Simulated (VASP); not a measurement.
# Zr (P6_3/mmc) in VASP: electric field gradients with r2SCAN

Aim: the electric field gradients of Zr with r2SCAN.

All numbers are computed with VASP 6.6.1; they aren't measurements. Logs are shortened: lines on timing, memory, paths and dates and some standing lists are left out, and cuts for length are marked.

### Step 1. The structure

It takes space group P6_3/mmc (No. 194, hexagonal). Conventional cell: a = 3.232 Å, b = 3.232 Å, c = 5.147 Å, α = 90.00°, β = 90.00°, γ = 120.00°. Around Zr (site symmetry -6m2) lie 12 Zr at 3.18 to 3.23 Å.

### Step 2. Electric field gradients, r2SCAN

INCAR reads:

```
SYSTEM = Zr
  PREC = Accurate
  ENCUT = 520
  EDIFF = 1E-7
  ISMEAR = -1
  SIGMA = 0.05
  LREAL = .False.
  LASPH = .True.
  NELM = 60
  ALGO = Normal
  ISIF = 2
  LWAVE = .False.
  LCHARG = .False.
  METAGGA = R2SCAN
  LMIXTAU = .True.
  LEFG = .True.
```

KPOINTS reads:

```
Automatic mesh
0
Gamma
  12 12 7
  0 0 0
```

POSCAR reads:

```
Zr
1.0
    3.2320000000      0.0000000000      0.0000000000
   -1.6160000000      2.7989941050      0.0000000000
    0.0000000000      0.0000000000      5.1470000000
Zr
2
Direct
    0.3333333333      0.6666666667      0.2500000000
    0.6666666667      0.3333333333      0.7500000000
```

Potentials or basis: VASP PAW PBE potentials, release 64 (Zr_sv).

On the command line:

```bash
cat potpaw_PBE.64/Zr_sv/POTCAR > POTCAR
mpirun -np 1 vasp_std > vasp.out
```

OUTCAR:

```text
SYSTEM = Zr
   PREC = Accurate
   ENCUT = 520
   EDIFF = 1E-7
   ISMEAR = -1
   LREAL = .False.
   LASPH = .True.
   NELM = 60
   ISIF = 2
   METAGGA = R2SCAN

 ion  position               nearest neighbor table
   1  0.333  0.667  0.250-   2 3.18   2 3.18   2 3.18   2 3.18   2 3.18   2 3.18
   2  0.667  0.333  0.750-   1 3.18   1 3.18   1 3.18   1 3.18   1 3.18   1 3.18

  LATTYP: Found a hexagonal cell.
 ALAT       =     3.2320000000
 C/A-ratio  =     1.5925123762

  Lattice vectors:

 A1 = (   3.2320000000,   0.0000000000,   0.0000000000)
 A2 = (  -1.6160000000,   2.7989941050,   0.0000000000)
 A3 = (   0.0000000000,   0.0000000000,   5.1470000000)

Analysis of symmetry for initial positions (statically):
=====================================================================
 Subroutine PRICEL returns:
 Original cell was already a primitive cell.

 Routine SETGRP: Setting up the symmetry group for a
 hexagonal supercell.

 Subroutine GETGRP returns: Found 24 space group operations
 (whereof 12 operations were pure point group operations)
 out of a pool of 24 trial point group operations.

The static configuration has the point symmetry D_3d.
 The point group associated with its full space group is D_6h.

Analysis of symmetry for dynamics (positions and initial velocities):
=====================================================================
 Subroutine PRICEL returns:
 Original cell was already a primitive cell.

 Routine SETGRP: Setting up the symmetry group for a
 hexagonal supercell.

 Subroutine GETGRP returns: Found 24 space group operations
 (whereof 12 operations were pure point group operations)
 out of a pool of 24 trial point group operations.

The dynamic configuration has the point symmetry D_3d.
 The point group associated with its full space group is D_6h.

 Subroutine INISYM returns: Found 24 space group operations
 (whereof 12 operations are pure point group operations),
 and found     1 'primitive' translations

----------------------------------------------------------------------------------------

                                     Primitive cell

  volume of cell :      46.5616

  direct lattice vectors                    reciprocal lattice vectors
     3.232000000  0.000000000  0.000000000     0.309405941  0.178635603  0.000000000
    -1.616000000  2.798994105  0.000000000     0.000000000  0.357271206  0.000000000
     0.000000000  0.000000000  5.147000000     0.000000000  0.000000000  0.194287935

  length of vectors
     3.232000000  3.232000000  5.147000000     0.357271206  0.357271206  0.194287935

  position of ions in fractional coordinates (direct lattice)
     0.333333333  0.666666667  0.250000000
     0.666666667  0.333333333  0.750000000

  ion indices of the primitive-cell ions
   primitive index   ion index
                 1           1
                 2           2

----------------------------------------------------------------------------------------

 KPOINTS: Automatic mesh

Automatic generation of k-mesh.
 Grid dimensions read from file:
 generate k-points for:   12   12    7

 Generating k-lattice:

  Cartesian coordinates                     Fractional coordinates (reciprocal lattice)
     0.025783828  0.014886300  0.000000000     0.083333333 -0.000000000  0.000000000
     0.000000000  0.029772601  0.000000000     0.000000000  0.083333333  0.000000000
     0.000000000  0.000000000  0.027755419     0.000000000  0.000000000  0.142857143

  Length of vectors
     0.029772601  0.029772601  0.027755419

  Shift w.r.t. Gamma in fractional coordinates (k-lattice)
     0.000000000  0.000000000  0.000000000

 Subroutine IBZKPT returns following result:
 ===========================================

 Found     76 irreducible k-points:

 Following reciprocal coordinates:
            Coordinates               Weight
  0.000000  0.000000  0.000000      1.000000
  0.083333  0.000000  0.000000      6.000000
  0.166667  0.000000  0.000000      6.000000
  0.250000  0.000000  0.000000      6.000000
  0.333333  0.000000  0.000000      6.000000
  0.416667  0.000000  0.000000      6.000000
[... 16 lines left out ...]
  0.250000  0.000000  0.142857     12.000000
  0.333333  0.000000  0.142857     12.000000
 [... further k-points ...]
   k-points           NKPTS =     76   k-points in BZ     NKDIM =     76   number of bands    NBANDS=     16
   number of dos      NEDOS =    301   number of ions     NIONS =      2
   total plane-waves  NPLWV =  23040
   dimension x,y,z NGX =    24 NGY =   24 NGZ =   40
   dimension x,y,z NGXF=    48 NGYF=   48 NGZF=   80
   ions per type =               2
   NGX,Y,Z   is equivalent  to a cutoff of  12.34, 12.34, 12.92 a.u.
   NGXF,Y,Z  is equivalent  to a cutoff of  24.69, 24.69, 25.84 a.u.
 SYSTEM =  Zr
   PREC   = accura    normal or accurate (medium, high low for compatibility)
   ISTART =      0    job   : 0-new  1-cont  2-samecut
   ICHARG =      2    charge: 1-file 2-atom 10-const
   ISPIN  =      1    spin polarized calculation?
   LNONCOLLINEAR =      F non collinear calculations
   LSORBIT =      F    spin-orbit coupling
   LASPH  =      T    aspherical Exc in radial PAW
   ENCUT  =  520.0 eV  38.22 Ry    6.18 a.u.   6.01  6.01  9.57*2*pi/ulx,y,z
   NELM   =     60;   NELMIN=  2; NELMDL= -5     # of ELM steps
   EDIFF  = 0.1E-06   stopping-criterion for ELM
   LREAL  =      F    real-space projection
   EDIFFG = 0.1E-05   stopping-criterion for IOM
   NSW    =      0    number of steps for IOM
   IBRION =     -1    ionic relax: 0-MD 1-quasi-New 2-CG
   NFREE  =      0    steps in history (QN), initial steepest desc. (CG)
   ISIF   =      2    stress and relaxation
   ISYM   =      2    0-nonsym 1-usesym 2-fastsym
   POTIM  = 0.5000    time-step for ionic-motion
   TEBEG  =    0.0;   TEEND  =   0.0 temperature during run
   PSTRESS=    0.0 pullay stress
   NELECT =      24.0000    total number of electrons
   NUPDOWN=      -1.0000    fix difference up-down
   EMIN   =  10.00;   EMAX   =-10.00  energy-range for DOS
   EFERMI =   0.00;   METHOD = LEGACY
   ISMEAR =    -1;   SIGMA  =   0.05  broadening in eV -4-tet -1-fermi 0-gaus
   EFERMI_NEDOS =   21; number of points for ismear=-14 and -15
   IALGO  =     38    algorithm
   IMIX   =      4    mixing-type and parameters
     AMIX     =   0.40;   BMIX     =  1.00
     AMIX_MAG =   1.60;   BMIX_MAG =  1.00
  volume/ion in A,a.u.               =      23.28       157.11
  Fermi-wavevector in a.u.,A,eV,Ry     =   1.312611  2.480475 23.442130  1.722948
  Thomas-Fermi vector in A             =   2.442991
   LORBIT       =      0    0 simple, 1 ext, 2 COOP (PROOUT), +10 PAW based schemes
   METAGGA = R2SCAN    functional components
   LHFCALC =     F    Hartree Fock is set to
   AEXX    =    0.0000 exact exchange contribution
   IVDW    =     0    specifies the selected vdW correction
   LEPSILON=     F    determine dielectric tensor
   LRPA    =     F    only Hartree local field effects (RPA)
 non-spin polarized calculation
  energy-cutoff  :      520.00
  volume of cell :       46.56
 maximum number of plane-waves:      1284
   NGX = 13   NGY = 13   NGZ = 19

 number of electron      24.0000000 magnetization

 Free energy of the ion-electron system (eV)
  ---------------------------------------------------
  ext. energy  EPLUGINS =         0.00000000
  ---------------------------------------------------
  free energy    TOTEN  =       -45.50470006 eV

  energy without entropy =      -45.48863972  energy(sigma->0) =      -45.49666989

 E-fermi :   9.0490     XC(G=0): -11.9505

 val. band max:        9.0341192988   @ k =   0.3333   0.2500   0.2857
 cond. band min:       9.0515894432   @ k =   0.3333   0.2500   0.4286
 fundamental gap:      0.0174701445
 Fermi energy:         9.0489949767

 k-point     1 :       0.0000    0.0000    0.0000
  band No.  band energies     occupation
      1     -41.5148      2.00000
      2     -41.3479      2.00000
      3     -19.3742      2.00000
      4     -18.4549      2.00000
      5     -18.4549      2.00000
      6     -18.3146      2.00000
[... 8 lines left out ...]
     15      10.7640      0.00000
     16      10.7640      0.00000
[... 419 lines left out ...]
 k-point    24 :       0.3333    0.0000    0.1429
  band No.  band energies     occupation
      1     -41.4068      2.00000
      2     -41.3200      2.00000
      3     -19.1330      2.00000
      4     -18.9370      2.00000
      5     -18.8598      2.00000
      6     -18.6111      2.00000
[... 8 lines left out ...]
     15      10.3397      0.00000
     16      12.7225      0.00000

 [... further k-points ...]

------------------------ aborting loop because EDIFF is reached ----------------------------------------

  FORCE on cell =-STRESS in cart. coord.  units (eV):
  Direction    XX          YY          ZZ          XY          YZ          ZX
  --------------------------------------------------------------------------------------
  -------------------------------------------------------------------------------------
  Total        0.3005185      0.3005185      0.2510630      0.0000000     -0.0000000      0.0000000
  in kB       10.3408022     10.3408022      8.6390459      0.0000000     -0.0000000      0.0000000
  external PRESSURE =       9.7735501 kB  Pullay stress =       0.0000000 kB

 VOLUME and BASIS-vectors are now :
 -----------------------------------------------------------------------------
  energy-cutoff  :      520.00
  volume of cell :       46.56
      direct lattice vectors                 reciprocal lattice vectors
     3.232000000  0.000000000  0.000000000     0.309405941  0.178635603  0.000000000
    -1.616000000  2.798994105  0.000000000     0.000000000  0.357271206  0.000000000
     0.000000000  0.000000000  5.147000000     0.000000000  0.000000000  0.194287935

 POSITION                                       TOTAL-FORCE (eV/Angst)
 -----------------------------------------------------------------------------------
     -0.00000      1.86600      1.28675         0.000000     -0.000000      0.000000
      1.61600      0.93300      3.86025        -0.000000      0.000000      0.000000
 -----------------------------------------------------------------------------------
    total drift:                               -0.000000      0.000000     -0.000000

  FREE ENERGIE OF THE ION-ELECTRON SYSTEM (eV)
  ---------------------------------------------------
  free  energy   TOTEN  =       -45.5047000585 eV

  energy  without entropy=      -45.4886397180  energy(sigma->0) =      -45.49666989

 Electric field gradients (V/A^2)
---------------------------------------------------------------------
 ion       V_xx      V_yy      V_zz      V_xy      V_xz      V_yz
---------------------------------------------------------------------
   1     -21.744   -21.744    43.487     0.000     0.000    -0.000
   2     -21.744   -21.744    43.487     0.000    -0.000     0.000
---------------------------------------------------------------------

 Electric field gradients after diagonalization (V/A^2)
 (convention: |V_zz| > |V_xx| > |V_yy|)
----------------------------------------------------------------------
 ion       V_xx      V_yy      V_zz     asymmetry (V_yy - V_xx)/ V_zz
----------------------------------------------------------------------
   1     -21.744   -21.744    43.487       0.000
   2     -21.744   -21.744    43.487       0.000
----------------------------------------------------------------------

           NMR quadrupolar parameters

 Cq : quadrupolar parameter    Cq=e*Q*V_zz/h
 eta: asymmetry parameters     (V_yy - V_xx)/ V_zz
 Q  : nuclear electric quadrupole moment in mb (millibarn)
----------------------------------------------------------------------
 ion       Cq(MHz)       eta       Q (mb)
----------------------------------------------------------------------
   1       0.105       0.000       1.000
   2       0.105       0.000       1.000
----------------------------------------------------------------------
```

Wall time 1.8 min (1 thread of Intel Xeon 6975P-C (Granite Rapids), shared host); peak memory 0.19 GiB.

What came out:

- Free energy: -45.5047 eV
- Pressure: 1.0 GPa
- Band gap on the k mesh: none (metal or under the smearing width)

Stress tensor (GPa, compression positive):
```
1.03 0.00 0.00
0.00 1.03 0.00
0.00 0.00 0.86
```

Electric field gradients, principal values (V/Å²):
| atom | Vxx | Vyy | Vzz |
| --- | --- | --- | --- |
| 1 Zr | -21.744 | -21.744 | 43.487 |
| 2 Zr | -21.744 | -21.744 | 43.487 |

Caveat: the PAW data sets were made with another functional, which shifts forces and pressure a little.
